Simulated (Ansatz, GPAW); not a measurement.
# CN in line between two Ga chains: relaxation, then transmission at several levels

How well does CN in line between two Ga chains conduct once its atoms have relaxed, and how much do cheaper levels lose?

Method: Ansatz plane waves; relaxation of the junction with the lead ends held; PAW set soft_1, in the first sound run; inputs show where later runs differ, in GPAW 26.7.0 and Ansatz 0.2.0.

Most raw output is cut from this account.

## (1) Set-up

The cell holds 14 atoms: 12 Ga, 1 C and 1 N. Its edges and angles: a = 9.000 Å, b = 9.000 Å, c = 32.903 Å, α = 90.0°, β = 90.0°, γ = 90.0°. Regions: left lead, 6 atoms (6 Ga); channel, 2 atoms (1 C and 1 N); right lead, 6 atoms (6 Ga). Vacuum lies along a and b. The structure is stacked along c, and the current runs across the ab planes.

## (2) Relaxation

Transmission follows bond lengths closely, so the atoms between the held lead ends are relaxed first, from a slightly shaken start that lets symmetry break.

The input, input.yaml:

```yaml
crystal:
  lattice:
    - [9.0, 0.0, 0.0]
    - [0.0, 9.0, 0.0]
    - [0.0, 0.0, 32.9027]
  atoms:
    - { symbol: Ga, position: [0.5, 0.5, 0.0387506193] }
    - { symbol: Ga, position: [0.5, 0.5, 0.1162518578] }
    - { symbol: Ga, position: [0.5, 0.5, 0.1937530963] }
    - { symbol: Ga, position: [0.5, 0.5, 0.2712543348] }
    - { symbol: Ga, position: [0.5023183992, 0.4967350861, 0.3473208974] }
    - { symbol: Ga, position: [0.4902500981, 0.4988225595, 0.4273943534] }
    - { symbol: C, position: [0.5001102421, 0.5017061468, 0.4833675396] }
    - { symbol: "N", position: [0.4970595138, 0.5088409557, 0.5174983437] }
    - { symbol: Ga, position: [0.5012451769, 0.5091319361, 0.5736390153] }
    - { symbol: Ga, position: [0.5003809817, 0.4982937349, 0.6515494411] }
    - { symbol: Ga, position: [0.5, 0.5, 0.7287456652] }
    - { symbol: Ga, position: [0.5, 0.5, 0.8062469037] }
    - { symbol: Ga, position: [0.5, 0.5, 0.8837481422] }
    - { symbol: Ga, position: [0.5, 0.5, 0.9612493807] }
kpoints:
  mp_grid: { grid: [1, 1, 3] }
hamiltonian:
  xc: pbe
  pseudopotentials: { kind: paw, azcp: { folder: soft_1 } }
scf:
  occupations: { method: fermi_dirac, width: 0.1 }
relax:
  f_tol: 0.03
  max_steps: 80
  constraints: [{ sites: [0, 1, 2, 3, 10, 11, 12, 13] }]
```

The run is started by

```sh
ansatz run input.yaml --threads 4 --pin off --max-ram 8192MiB --backend cpu --events-out ev --progress --plain --runs-dir out
```

It took 2.9 min on 4 threads of Arm Neoverse V1, shared host; peak memory 2.7 GiB; 11 min of CPU time.

This run has no spin polarisation although its electron count is odd.

Step by step:

| step | energy less that of the first step (eV) | largest force component (eV/Å) |
| --- | --- | --- |
| 1 | 0.0000 | 6.6814 |
| 2 | -0.5404 | 0.8454 |
| 3 | -0.8342 | 1.7869 |
| 4 | -1.1869 | 2.4323 |
| 5 | -1.4782 | 2.5459 |
| 6 | -1.7009 | 0.9040 |
| 7 | -1.7991 | 0.6851 |
| 8 | -1.8099 | 0.2848 |
| 9 | -1.8141 | 0.2265 |
| 10 | -1.8184 | 0.0706 |
| 11 | -1.8192 | 0.0431 |
| 12 | -1.8195 | 0.0186 |

The atoms that moved most (Å):

| atom | dx | dy | dz | length |
| --- | --- | --- | --- | --- |
| Ga9 | 0.721 | 0.567 | -0.099 | 0.923 |
| Ga6 | -0.763 | -0.067 | -0.403 | 0.865 |
| Ga5 | 0.710 | 0.000 | 0.020 | 0.711 |
| Ga10 | -0.345 | -0.397 | -0.048 | 0.528 |
| C7 | 0.028 | -0.067 | -0.243 | 0.253 |
| N8 | 0.082 | -0.132 | -0.184 | 0.240 |

This step gave:

```yaml
free_energy: -46015.0563 eV
smearing_term_ts: 0.7627 eV
symmetry_operations: 1
```

The relaxation lowered the energy of the cell by 1.82 eV.

## (3) Plane-wave reference (PBE)

Plane waves give the reference curve, free of the bias of atom-centred orbitals.

This step: Ansatz plane waves; Landauer transmission by layers, zero bias; PAW set soft_1 (Ansatz 0.2.0).

The input, input.yaml:

```yaml
crystal:
  lattice:
    - [9.0, 0.0, 0.0]
    - [0.0, 9.0, 0.0]
    - [0.0, 0.0, 32.9027]
  atoms:
    - { symbol: Ga, position: [0.5, 0.5, 0.0387506193] }
    - { symbol: Ga, position: [0.5, 0.5, 0.1162518578] }
    - { symbol: Ga, position: [0.5, 0.5, 0.1937530963] }
    - { symbol: Ga, position: [0.5, 0.5, 0.2712543348] }
    - { symbol: Ga, position: [0.581234898, 0.4967845105, 0.3479175419] }
    - { symbol: Ga, position: [0.4054779166, 0.4914130637, 0.4151515877] }
    - { symbol: C, position: [0.5031852245, 0.4942893974, 0.4759960135] }
    - { symbol: "N", position: [0.5061157071, 0.4942291565, 0.5119066365] }
    - { symbol: Ga, position: [0.5813624625, 0.5721824526, 0.570636283] }
    - { symbol: Ga, position: [0.4620679557, 0.4541861947, 0.6500809359] }
    - { symbol: Ga, position: [0.5, 0.5, 0.7287456652] }
    - { symbol: Ga, position: [0.5, 0.5, 0.8062469037] }
    - { symbol: Ga, position: [0.5, 0.5, 0.8837481422] }
    - { symbol: Ga, position: [0.5, 0.5, 0.9612493807] }
kpoints:
  mp_grid: { grid: [1, 1, 3] }
hamiltonian:
  xc: pbe
  pseudopotentials: { kind: paw, azcp: { folder: soft_1 } }
scf:
  occupations: { method: fermi_dirac, width: 0.1 }
output:
  transmission:
    leads: [[0, 1]]
    e_range: [-2, 2]
    de: 0.025
    kmesh: [1, 1]
    reduced_basis: true
  write_potential: true
  write_density: true
  volumetric_format: npy
```

Wall time 97 s (4 threads); peak memory 2.7 GiB; 5.3 min of CPU time.

This step gave:

| Item | Value |
| --- | --- |
| free energy | -46015.0562 eV |
| lead level | 0 eV from the Fermi level |
| transmission at the Fermi level (one spin) | 0.5314 |
| open channels of the lead at the Fermi level (one spin) | 3 |
| step of the potential along the lead | 8.7 meV |
| offset of the lead | 0 Å |
| filling of the lead less its bulk value, in size | 29.3 meV |
| conductance | 0.5262 G₀ |

One spin. The transmission, zone mean by energy, zero at the Fermi level:

| energy (eV) | transmission, zone mean |
| --- | --- |
| -2.000 | 0.00152 |
| -1.900 | 4.3e-4 |
| -1.800 | 4.3e-5 |
| -1.700 | 2.1e-5 |
| -1.600 | 1.5e-4 |
| -1.500 | 0 |
| -1.400 | 6.2e-4 |
| -1.300 | 0.00158 |
| -1.200 | 0.00212 |
| -1.100 | 0.00270 |
| -1.000 | 0.00336 |
| -0.900 | 0.00412 |
| -0.800 | 0.00504 |
| -0.700 | 0.00621 |
| -0.600 | 0.00778 |
| -0.500 | 0.0101 |
| -0.400 | 0.0139 |
| -0.300 | 0.0229 |
| -0.200 | 0.223 |
| -0.100 | 0.420 |
| 0.000 | 0.531 |
| 0.100 | 0.595 |
| 0.200 | 0.643 |
| 0.300 | 0.691 |
| 0.400 | 0.743 |
| 0.500 | 0.798 |
| 0.600 | 0.855 |
| 0.700 | 0.909 |
| 0.800 | 0.952 |
| 0.900 | 0.982 |
| 1.000 | 0.995 |
| 1.025 | 0.995 |
| 1.100 | 0.989 |
| 1.200 | 0.966 |
| 1.300 | 0.925 |
| 1.400 | 0.870 |
| 1.500 | 0.801 |
| 1.600 | 0.722 |
| 1.700 | 0.636 |
| 1.800 | 0.547 |
| 1.900 | 0.460 |
| 2.000 | 0.379 |

One spin. Table of open channels, zone mean by energy, zero at the Fermi level:

energy (eV), open channels, zone mean and a bar:
```
   -2.000       1.00 ##########
   -1.900       1.00 ##########
   -1.800       1.00 ##########
   -1.700       1.00 ##########
   -1.600       1.00 ##########
   -1.500       0.00 
   -1.400       1.00 ##########
   -1.300       1.00 ##########
   -1.200       1.00 ##########
   -1.100       1.00 ##########
   -1.000       1.00 ##########
   -0.900       1.00 ##########
   -0.800       1.00 ##########
   -0.700       1.00 ##########
   -0.600       1.00 ##########
   -0.500       1.00 ##########
   -0.400       1.00 ##########
   -0.300       1.00 ##########
   -0.200       3.00 ##############################
   -0.100       3.00 ##############################
    0.000       3.00 ##############################
    0.100       3.00 ##############################
    0.200       3.00 ##############################
    0.300       3.00 ##############################
    0.400       3.00 ##############################
    0.500       3.00 ##############################
    0.600       3.00 ##############################
    0.700       3.00 ##############################
    0.800       3.00 ##############################
    0.900       3.00 ##############################
    1.000       3.00 ##############################
    1.100       3.00 ##############################
    1.200       3.00 ##############################
    1.300       3.00 ##############################
    1.400       3.00 ##############################
    1.500       3.00 ##############################
    1.600       3.00 ##############################
    1.700       3.00 ##############################
    1.800       3.00 ##############################
    1.900       3.00 ##############################
    2.000       3.00 ##############################
```

Crystal 0, spin -, k parallel (0, 0); distinct values, listed up to 1.5 1/Å. The Im kz of the slowest decaying states by energy, zero at the Fermi level:

| energy (eV) | decay 1 (Å⁻¹) | decay 2 (Å⁻¹) | decay 3 (Å⁻¹) | decay 4 (Å⁻¹) |
| --- | --- | --- | --- | --- |
| -2.0000 | 0.645 | 0.645 | 1.14 | 1.27 |
| -1.7500 | 0.598 | 0.598 | 1.11 | 1.24 |
| -1.5000 | 0.00418 | 0.547 | 0.547 | 1.08 |
| -1.2500 | 0.489 | 0.489 | 1.05 | 1.19 |
| -1.0000 | 0.424 | 0.424 | 1.01 | 1.16 |
| -0.7500 | 0.345 | 0.345 | 0.981 | 1.13 |
| -0.5000 | 0.242 | 0.242 | 0.946 | 1.10 |
| -0.2500 | 0.910 | 1.07 | 1.18 | 1.18 |
| 0.0000 | 0.872 | 1.04 | 1.15 | 1.15 |
| 0.2500 | 0.833 | 1.01 | 1.13 | 1.13 |
| 0.5000 | 0.792 | 0.972 | 1.10 | 1.10 |
| 0.7500 | 0.749 | 0.937 | 1.07 | 1.07 |
| 1.0000 | 0.703 | 0.901 | 1.04 | 1.04 |
| 1.2500 | 0.654 | 0.864 | 1.01 | 1.01 |
| 1.5000 | 0.601 | 0.825 | 0.971 | 0.975 |
| 1.7500 | 0.543 | 0.784 | 0.936 | 0.941 |
| 2.0000 | 0.478 | 0.740 | 0.900 | 0.907 |

Crystal 0, spin -, k parallel (0, 0). Re kz of states that move upwards against energy, zero at the Fermi level:

| energy (eV) | channel 1 (Å⁻¹) | channel 2 (Å⁻¹) | channel 3 (Å⁻¹) |
| --- | --- | --- | --- |
| -2.000 | 1.18 | - | - |
| -1.800 | 1.20 | - | - |
| -1.600 | 1.22 | - | - |
| -1.400 | -1.23 | - | - |
| -1.200 | -1.21 | - | - |
| -1.000 | -1.19 | - | - |
| -0.800 | -1.17 | - | - |
| -0.600 | -1.15 | - | - |
| -0.400 | -1.13 | - | - |
| -0.200 | -1.11 | 0.123 | 0.123 |
| 0.000 | -1.09 | 0.254 | 0.254 |
| 0.200 | -1.07 | 0.338 | 0.338 |
| 0.400 | -1.05 | 0.406 | 0.406 |
| 0.600 | -1.04 | 0.464 | 0.464 |
| 0.800 | -1.02 | 0.516 | 0.516 |
| 1.000 | -1.00 | 0.563 | 0.563 |
| 1.200 | -0.984 | 0.607 | 0.607 |
| 1.400 | -0.966 | 0.648 | 0.649 |
| 1.600 | -0.950 | 0.688 | 0.688 |
| 1.800 | -0.933 | 0.725 | 0.725 |
| 2.000 | -0.916 | 0.761 | 0.761 |

The electrostatic potential energy of an electron (with the applied field's), less the Fermi level, planar mean oscillates, so the rows of the table below give means over windows of 2 Å about each position, cut where the curve ends. Its first 14 maxima inside the range that stand out by 2 % of the span (Å: eV): 1.3: 3.54, 2.5: 3.61, 3.8: 3.54, 5.1: 3.62, 6.4: 3.52, 7.6: 3.59, 8.9: 3.47, 10.1: 3.47, 11.4: 3.34, 12.6: 3.22, 13.6: 3.30, 14.9: 3.32, 16.2: 3.13, 17.5: 3.24. Its first 14 minima: 0.7: 3.23, 1.9: 3.22, 3.2: 3.22, 4.4: 3.22, 5.7: 3.23, 7.0: 3.21, 8.3: 3.17, 9.5: 3.14, 10.8: 3.04, 12.1: 3.00, 13.0: 3.00, 14.3: 2.96, 15.6: 2.58, 16.8: 2.71.

Table of electrostatic potential energy of an electron (with the applied field's), less the Fermi level, planar mean by z; means over each step:

| z (Å) | electrostatic potential energy of an electron (with the applied field's), less the Fermi level, planar mean (eV) |
| --- | --- |
| 0 | 3.39 |
| 2 | 3.45 |
| 4 | 3.38 |
| 6 | 3.40 |
| 8 | 3.38 |
| 10 | 3.28 |
| 12 | 3.15 |
| 14 | 3.15 |
| 16 | 2.87 |
| 18 | 2.99 |
| 20 | 2.97 |
| 22 | 3.14 |
| 24 | 3.27 |
| 26 | 3.42 |
| 28 | 3.40 |
| 30 | 3.42 |
| 32 | 3.38 |

The valence density, planar mean oscillates, so the rows of the table below give means over windows of 2.49 Å about each position, cut where the curve ends. Its maxima inside the range that stand out by 2 % of the span (Å: e/Å³): 1.3: 0.212, 3.8: 0.214, 6.4: 0.208, 8.9: 0.215, 11.4: 0.211, 13.6: 0.208, 16.7: 0.0585, 18.7: 0.208, 21.4: 0.211, 24.0: 0.215, 26.5: 0.208, 29.1: 0.214, 31.6: 0.212. Its minima: 2.5: 0.0137, 5.1: 0.0138, 7.6: 0.0140, 10.2: 0.0141, 12.6: 0.0190, 14.6: 0.0171, 17.8: 0.0167, 20.0: 0.0120, 22.7: 0.0132, 25.3: 0.0140, 27.8: 0.0138, 30.4: 0.0137.

Table of valence density, planar mean by z; means over each step:

| z (Å) | valence density, planar mean (e/Å³) |
| --- | --- |
| 1.25 | 0.0641 |
| 3.74 | 0.0641 |
| 6.23 | 0.0642 |
| 8.71 | 0.0643 |
| 11.21 | 0.0648 |
| 13.70 | 0.0659 |
| 16.19 | 0.0429 |
| 18.68 | 0.0647 |
| 21.17 | 0.0634 |
| 23.66 | 0.0641 |
| 26.15 | 0.0641 |
| 28.64 | 0.0640 |
| 31.13 | 0.0639 |

The largest of the program's own error estimates on the conductance is 5.2 %. T at the Fermi level is 0.531 of 3 open channels a spin.

## (4) GPAW, dzp

Localised orbitals split the wire into layers that couple to their neighbours alone, which is what the Green's function method needs; double zeta with polarisation is the usual level for numbers.

This step: GPAW LCAO, PAW setups; Landauer transmission from Green's functions with principal layers (ASE), zero bias (GPAW 26.7.0).

The input, run.py:

```python
import json
import numpy as np
from ase import Atoms
from ase.transport.calculators import TransportCalculator
from gpaw import GPAW, FermiDirac
from gpaw.lcao.tools import get_lcao_hamiltonian
from scipy.linalg import eigh

# The junction with lead layers at both ends, along the third cell vector
device = Atoms(
    ['Ga', 'Ga', 'Ga', 'Ga', 'Ga', 'Ga', 'C', 'N', 'Ga', 'Ga', 'Ga', 'Ga', 'Ga', 'Ga'],
    positions=[
        [4.50000, 4.50000, 1.27500],
        [4.50000, 4.50000, 3.82500],
        [4.50000, 4.50000, 6.37500],
        [4.50000, 4.50000, 8.92500],
        [5.23111, 4.47106, 11.44743],
        [3.64930, 4.42272, 13.65961],
        [4.52867, 4.44860, 15.66155],
        [4.55504, 4.44806, 16.84311],
        [5.23226, 5.14964, 18.77547],
        [4.15861, 4.08768, 21.38942],
        [4.50000, 4.50000, 23.97770],
        [4.50000, 4.50000, 26.52770],
        [4.50000, 4.50000, 29.07770],
        [4.50000, 4.50000, 31.62770]],
    cell=[[9.0, 0.0, 0.0], [0.0, 9.0, 0.0], [0.0, 0.0, 32.9027]],
    pbc=True)

# One principal layer of the lead: the first 3 atoms of the device
lead = Atoms(
    ['Ga', 'Ga', 'Ga'],
    positions=[
        [4.50000, 4.50000, 1.27500],
        [4.50000, 4.50000, 3.82500],
        [4.50000, 4.50000, 6.37500]],
    cell=[[9.0, 0.0, 0.0], [0.0, 9.0, 0.0], [0.0, 0.0, 7.65]],
    pbc=True)

settings = dict(mode='lcao', basis='dzp', xc='PBE', h=0.18,
                occupations=FermiDirac(0.1), maxiter=250,
                mixer=dict(beta=0.1, nmaxold=8, weight=100.0),
                convergence=dict(density=0.0001))
energies = np.arange(-2, 2 + 1e-9, 0.025)
eta = 0.0001
n1, n2 = 1, 1
# k and -k transmit alike, so half of the mesh across the current serves
mesh = [(i, j) for i in range(n1) for j in range(n2) if (i, j) <= (-i % n1, -j % n2)]
weights = np.array([1 if (i, j) == (-i % n1, -j % n2) else 2 for i, j in mesh]) / (n1 * n2)

# [... helper functions left out ...]
fermi_lead = ground_state(lead, (1, 1, 15), 'lead.txt')
fermi_device = ground_state(device, (1, 1, 3), 'device.txt')
# [... loop over the mesh left out, but for ...]
        # Shift the lead onto the potential of the device's first layer
        shift = ((H[:, 0, 0] - H0[:, 0, 0]) / S0[0, 0]).real.mean()
# [...]
kT = 8.617333e-5 * 300
bias = [0.1, 0.2, 0.5, 1.0, 1.5, 2.0]
# [... integrals and printing left out ...]
```

The run is started by

```sh
OMP_NUM_THREADS=1 OPENBLAS_NUM_THREADS=1 python run.py
```

Elapsed: 3.6 min, on 1 thread; peak memory 1.6 GiB.

Numbers from this step:

| Property | Result |
| --- | --- |
| conductance | 0.5484 G₀ |
| thermopower | -12.70 μV/K |
| largest coupling past the next principal layer | 6.03e-5 eV |
| largest misfit of the first principal layer | 0.02122 eV |
| shift that aligns the lead | -0.001901 eV |
| basis functions of the junction | 182 |
| basis functions of a principal layer | 39 |
| transmission at the Fermi level (one spin) | 0.5548 |

One spin. Transmission, zone mean against energy, zero at the Fermi level:

| energy (eV) | transmission, zone mean |
| --- | --- |
| -2.000 | 0.00203 |
| -1.900 | 6.5e-4 |
| -1.800 | 9.6e-5 |
| -1.700 | 6.9e-6 |
| -1.600 | 1.5e-4 |
| -1.500 | 2.6e-8 |
| -1.400 | 9.8e-4 |
| -1.300 | 0.00152 |
| -1.200 | 0.00208 |
| -1.100 | 0.00269 |
| -1.000 | 0.00339 |
| -0.900 | 0.00420 |
| -0.800 | 0.00519 |
| -0.700 | 0.00642 |
| -0.600 | 0.00806 |
| -0.500 | 0.0104 |
| -0.400 | 0.0144 |
| -0.300 | 0.0234 |
| -0.200 | 0.235 |
| -0.100 | 0.432 |
| 0.000 | 0.555 |
| 0.100 | 0.623 |
| 0.200 | 0.670 |
| 0.300 | 0.716 |
| 0.400 | 0.770 |
| 0.500 | 0.829 |
| 0.600 | 0.888 |
| 0.700 | 0.942 |
| 0.800 | 0.984 |
| 0.900 | 1.01 |
| 1.000 | 1.02 |
| 1.025 | 1.02 |
| 1.100 | 1.02 |
| 1.200 | 0.997 |
| 1.300 | 0.962 |
| 1.400 | 0.914 |
| 1.500 | 0.855 |
| 1.600 | 0.788 |
| 1.700 | 0.715 |
| 1.800 | 0.640 |
| 1.900 | 0.568 |
| 2.000 | 0.500 |

Crossings of the lead's bands, unfolded to its shortest repeat. The open channels, zone mean by energy, zero at the Fermi level:

| energy (eV) | open channels, zone mean |
| --- | --- |
| -2.000 | 1 |
| -1.900 | 1 |
| -1.800 | 1 |
| -1.700 | 1 |
| -1.600 | 1 |
| -1.500 | 0 |
| -1.400 | 1 |
| -1.300 | 1 |
| -1.200 | 1 |
| -1.100 | 1 |
| -1.000 | 1 |
| -0.900 | 1 |
| -0.800 | 1 |
| -0.700 | 1 |
| -0.600 | 1 |
| -0.500 | 1 |
| -0.400 | 1 |
| -0.300 | 1 |
| -0.200 | 3 |
| -0.100 | 3 |
| 0.000 | 3 |
| 0.100 | 3 |
| 0.200 | 3 |
| 0.300 | 3 |
| 0.400 | 3 |
| 0.500 | 3 |
| 0.600 | 3 |
| 0.700 | 3 |
| 0.800 | 3 |
| 0.900 | 3 |
| 1.000 | 3 |
| 1.100 | 3 |
| 1.200 | 3 |
| 1.300 | 3 |
| 1.400 | 3 |
| 1.500 | 3 |
| 1.600 | 3 |
| 1.700 | 3 |
| 1.800 | 3 |
| 1.900 | 3 |
| 2.000 | 3 |

Not self-consistent under bias; the bias window is split evenly. The current through one cell, from the zero-bias transmission by bias:

| bias (V) | current through one cell, from the zero-bias transmission (μA) |
| --- | --- |
| 0.100 | 4.23 |
| 0.200 | 8.36 |
| 0.500 | 19.2 |
| 1.000 | 34.5 |
| 1.500 | 52.1 |
| 2.000 | 71.5 |

Transmission of the three most open eigenchannels against energy, zero at the Fermi level:

| energy (eV) | channel 1 | channel 2 | channel 3 |
| --- | --- | --- | --- |
| -2.000 | 0.00203 | 0 | 0 |
| -1.900 | 6.5e-4 | 0 | 0 |
| -1.800 | 9.6e-5 | 0 | 0 |
| -1.700 | 6.9e-6 | 0 | 0 |
| -1.600 | 1.5e-4 | 0 | 0 |
| -1.500 | 2.6e-8 | 0 | 0 |
| -1.400 | 9.8e-4 | 0 | 0 |
| -1.300 | 0.00152 | 0 | 0 |
| -1.200 | 0.00208 | 0 | 0 |
| -1.100 | 0.00269 | 0 | 0 |
| -1.000 | 0.00339 | 0 | 0 |
| -0.900 | 0.00420 | 0 | 0 |
| -0.800 | 0.00519 | 0 | 0 |
| -0.700 | 0.00642 | 0 | 0 |
| -0.600 | 0.00806 | 0 | 0 |
| -0.500 | 0.0104 | 0 | 0 |
| -0.400 | 0.0144 | 0 | 0 |
| -0.300 | 0.0234 | 1.1e-10 | 4.3e-12 |
| -0.200 | 0.179 | 0.0557 | 3.1e-4 |
| -0.100 | 0.279 | 0.152 | 6.5e-4 |
| 0.000 | 0.323 | 0.231 | 9.5e-4 |
| 0.100 | 0.339 | 0.283 | 0.00125 |
| 0.200 | 0.349 | 0.319 | 0.00157 |
| 0.300 | 0.385 | 0.329 | 0.00193 |
| 0.400 | 0.439 | 0.329 | 0.00237 |
| 0.500 | 0.498 | 0.328 | 0.00291 |
| 0.600 | 0.559 | 0.325 | 0.00358 |
| 0.700 | 0.615 | 0.322 | 0.00443 |
| 0.800 | 0.661 | 0.318 | 0.00547 |
| 0.900 | 0.693 | 0.311 | 0.00674 |
| 1.000 | 0.711 | 0.304 | 0.00826 |
| 1.100 | 0.714 | 0.294 | 0.0100 |
| 1.200 | 0.703 | 0.282 | 0.0121 |
| 1.300 | 0.680 | 0.268 | 0.0145 |
| 1.400 | 0.646 | 0.251 | 0.0172 |
| 1.500 | 0.603 | 0.232 | 0.0203 |
| 1.600 | 0.554 | 0.211 | 0.0237 |
| 1.700 | 0.499 | 0.189 | 0.0276 |
| 1.800 | 0.441 | 0.168 | 0.0319 |
| 1.900 | 0.383 | 0.148 | 0.0366 |
| 2.000 | 0.327 | 0.132 | 0.0415 |

At the Fermi level T is 0.555 against 0.531 in plane waves. Couplings past the next layer reach 6.0e-5 eV, small enough to drop; the matrix elements of the cell's first layer differ from the bulk lead's by up to 0.021 eV. That layer keeps its own values in the calculation, and only beyond it is the lead taken as perfect. The Fermi levels of lead and junction count from different zeros of potential, one for each periodic cell; with both set to zero, the small remaining shift is what aligns them. By hand: G = 0.5484 × 77.48 μS = 42.5 μS, a resistance of 23.5 kΩ; at 0.1 V a linear junction would pass 4.25 μA, and the integral over the bias window gives 4.23 μA. Mott's formula, S = -(π²/3)(k_B²T/e) d ln T/dE, has the prefactor 7.33 μV/K·eV at 300 K; T = 0.5305 at -0.025 eV and 0.5756 at 0.025 eV give a slope of 1.63 per eV and S = -12.0 μV/K, beside -12.7 μV/K from the thermal integral, which interpolates the same grid.

(Continued in part 2 of 2.)

[Logs are printed without paths, hosts, clocks, repeated set-up lines and the standing remarks that a program may print on its own settings, such as how far it seeks lower states.]

[Hosts, paths, dates, database ids (printed as entryN), source tags and the programs' standing remarks are cut or masked in the printed files.]
